**Q:** I have five vibrations of hexagonal diamond without their row numbers. How do I find out what each one is?

Zone-centre harmonic phonons (q row 1 is Γ) of hexagonal diamond (C, P6₃/mmc, 4 atoms) at the relaxed cell, computed with Quantum ESPRESSO 7.5, PBE and PseudoDojo 0.4.1 SR standard norm-conserving pseudopotentials. The plane-wave cutoff is 1115.67 eV and the k mesh 12×12×7, with fixed occupations in the phonon step; the acoustic sum rule is not imposed. Candidates: 10, 9, 12, 8, 11.

| row | phonon q row (row) | phonon frequency (cm⁻¹) |
| --- | --- | --- |
| A | 1 | 1295.7 |
| B | 1 | 1181.2 |
| C | 1 | 1265.9 |
| D | 1 | 1238.8 |
| E | 1 | 1295.7 |

**A:** The row numbers only count upwards in frequency, so sorting gives them back. The real question is how the atoms move. All five belong to the zone centre (phonon q row 1), where every unit cell moves alike and whole atomic planes shift as rigid sheets. They shift either along the hexagonal axis c or sideways. Two sideways directions are equivalent by symmetry, so sideways modes come in equal pairs and modes along c come singly.

**Q:** Then A and E are a sideways pair, and B, C and D move along c?

**A:** A and E, yes. B is a trap: row 7, which isn't among your five, also lies at 1181.2 cm⁻¹, so B is its partner and moves sideways too. Only C and D are single. The other vibrations outside your set are a pair at 528.0 and a single mode at 1043.3 cm⁻¹.

**Q:** That makes three sideways pairs. What distinguishes them?

**A:** Which bonds they strain. The crystal is a stack of puckered bilayers. Each atom has three slanted bonds inside its bilayer and one axial bond to the next. If the bilayers slide rigidly against each other, only the axial bonds tilt, and tilting a bond is easy. If the two atoms of each axial bond move together, the slanted bonds are stretched and compressed, which is hard. In the third pattern both kinds of contact are strained.

**Q:** So the third should be the highest. Can I check that?

**A:** Let a be the coupling across the axial bond, b that inside the bilayer and g that between planes half a cell apart, each divided by the atomic mass. Symmetry then gives the squared frequencies, in angular units:

- bilayers rigid: 2(a + g)
- axial pairs rigid: 2(b + g)
- both contacts strained: 2(a + b)

If g is negligible, the third square is the sum of the other two. From the two lower pairs, √(528.0² + 1181.2²) ≈ 1294 cm⁻¹, only 0.1% below the computed value of A and E.

**Q:** Would another assignment do as well?

**A:** If the pair at 1181 were the one that strains both contacts, the same rule would put it at 1399 cm⁻¹, which is 18% too high. So A and E very probably strain both contacts, a motion called E1g, and B keeps the axial pairs rigid, called E2g. This rests on g being small, which the close agreement supports but symmetry doesn't demand.

**Q:** Then I use the same rule for C and D.

**A:** Try it. The patterns along c are the same three, and the symmetry analysis of the calculation shows that the single mode at 1043.3 has rigid bilayers.

**Q:** With D as the second mode I get 1620 cm⁻¹ for C, which is 28% too high. With C and D exchanged the error is 32%.

**A:** So the rule fails either way and can't decide between them. A family resemblance helps more. Cubic diamond has one threefold optical vibration at its zone centre. Hexagonal stacking makes c a special direction and splits it into the E1g pair and one single mode, A1g, which strains both contacts along c. The remaining vibrations descend from waves at the zone boundary of the cubic crystal. A1g should therefore lie near A and E. C is 30 cm⁻¹ below them and D is 57, so C is the better candidate, though not a certain one.

**Q:** What is my final list?

**A:** Sorting makes B row 8, D row 9 and C row 10, and leaves rows 11 and 12 for A and E; which of these two is which has no physical meaning. As for the motions, B is surely the partner of row 7, and A and E surely form a pair. C as A1g and D as B1g, the mode with rigid axial pairs, is the ambiguous part.

The rows with their labels:

| row | phonon q row (row) | phonon frequency (cm⁻¹) |
| --- | --- | --- |
| 1 | 1 | 1.4 |
| 2 | 1 | 1.4 |
| 3 | 1 | 1.4 |
| 4 | 1 | 528.0 |
| 5 | 1 | 528.0 |
| 6 | 1 | 1043.3 |
| 7 | 1 | 1181.2 |
| 8 | 1 | 1181.2 |
| 9 | 1 | 1238.8 |
| 10 | 1 | 1265.9 |
| 11 | 1 | 1295.7 |
| 12 | 1 | 1295.7 |

B is row 8, D row 9, C row 10, A row 11 and E row 12. The symmetry analysis of the same calculation confirms the motions: row 9 is B1g, row 10 is A1g, and rows 11 and 12 are E1g. The first three rows are shifts of the whole crystal; their 1.4 cm⁻¹ is numerical error.

**Q:** Why did the rule work sideways and fail along c?

**A:** With the motions known, the three relations can be solved for the couplings. Sideways, g is about 1% of a in size; along c it is nearly as large as a. Theory offers a reason. In a Keating force field, the energy of two bonds that meet at an atom depends on the scalar product of their bond vectors. Take an axial and a slanted bond: their outer ends lie in planes half a cell apart.

**Q:** And the product notices only motion along c?

**A:** Yes, as far as the outer end of the slanted bond is concerned. Moving it along c changes its projection on the axial bond; moving it sideways doesn't. Only motion along c therefore ties the two outer atoms together, and a picture with springs between adjacent planes alone breaks down there. This argument explains why the coupling singles out motion along c; the size of the coupling isn't derived from it here. The printed output below lists the sum estimates and coupling ratios.

Output of the analysis:

```
Number of modes near zero (translations): 3
Number of true vibrations: 9
Lowest hidden value less visible row 7 (1/cm): 0
Top doublet less upper hidden single (1/cm): 29.8
Top doublet less lower hidden single (1/cm): 56.9
Upper less lower hidden single (1/cm): 27.1
Sum estimate of top doublet from the two lower doublets (1/cm): 1294
Sum estimate less computed top doublet (1/cm): -1.862
Sum estimate less computed top doublet (percent): -0.1437
Rival sum estimate of middle doublet from the other two (1/cm): 1399
Rival sum estimate less computed middle doublet (percent): 18.45
Sum estimate of upper hidden single from the other two singles (1/cm): 1620
Sum estimate less computed upper hidden single (percent): 27.94
Rival sum estimate of lower hidden single from the other two singles (1/cm): 1640
Rival sum estimate less computed lower hidden single (percent): 32.42
In-plane motion, bilayer coupling over axial coupling (ratio): 4.97
In-plane motion, half-cell coupling over axial coupling (ratio): -0.008572
Motion along c, bilayer coupling over axial coupling (ratio): 1.772
Motion along c, half-cell coupling over axial coupling (ratio): 0.8826
```
